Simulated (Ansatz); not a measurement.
Space group F-43m (No. 216). a = 5.991 Å, b = 5.991 Å, c = 5.991 Å, α = 90.00°, β = 90.00°, γ = 90.00°
| atom | site | symmetry | x | y | z |
| --- | --- | --- | --- | --- | --- |
| Hg | 4a | -43m | 0.0000 | 0.0000 | 0.0000 |
| S | 4d | -43m | 0.2500 | 0.2500 | 0.7500 |

Equation of state of this HgS structure (not necessarily the ground state), with shape and atoms relaxed at each volume where symmetry leaves them free. It has no gap at any of these volumes. Computed with DFT PBE, scalar-relativistic, plane waves, PAW (Ansatz).

Cutoff 420 eV; k points 12×12×12 on the computed 2-atom cell (Γ-centred); Gaussian smearing, width 0.10 eV; no spin polarisation.

| V (Å³/atom) | E − E(largest V) (meV/atom) | P (GPa) |
| --- | --- | --- |
| 23.658 | 43.43 | 8.82 |
| 24.465 | 6.37 | 5.99 |
| 25.271 | -17.68 | 3.63 |
| 26.078 | -30.84 | 1.66 |
| 26.884 | -34.89 | 0.00 |
| 27.691 | -31.32 | -1.38 |
| 28.497 | -21.38 | -2.54 |
| 29.573 | 0.00 | -3.78 |

Fit a third-order Birch–Murnaghan equation to E(V).

V0 = 26.89 Å³/atom, B0 = 50 GPa, B0' = 4.9.

Spin-orbit coupling is left out, which matters for the bands of heavy elements.

This zinc-blende form isn't the usual stable structure of the compound.